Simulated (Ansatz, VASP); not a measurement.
Two plane-wave programs on Nb

```xyz
1
Lattice="0.0000 2.0911 2.0911 2.0911 0.0000 2.0911 2.0911 2.0911 0.0000" Properties=species:S:1:pos:R:3 pbc="T T T"
Nb    0.0000    0.0000    0.0000
```

Alike in both runs: task single point; functional PBE; k mesh 18 × 18 × 18; occupations gaussian, width 0.1 eV; no spin polarisation.

|  | VASP | Ansatz |
| --- | --- | --- |
| version | VASP 6.6.1 | Ansatz 0.2.0 |
| potentials or method | VASP PAW PBE potentials, release 64 (Nb_sv) | scalar-relativistic, plane waves, PAW |
| plane-wave cutoff (eV) | 520 | 420 |
| valence electrons in the cell | 13 | 13 |

```csv
,VASP,Ansatz,Ansatz less VASP
gap on the k mesh at the Fermi level (eV),none,none,-
pressure (GPa),4.1,4.4,+0.33
```

A gap of «none» marks a metal or a gap that the smearing closes.
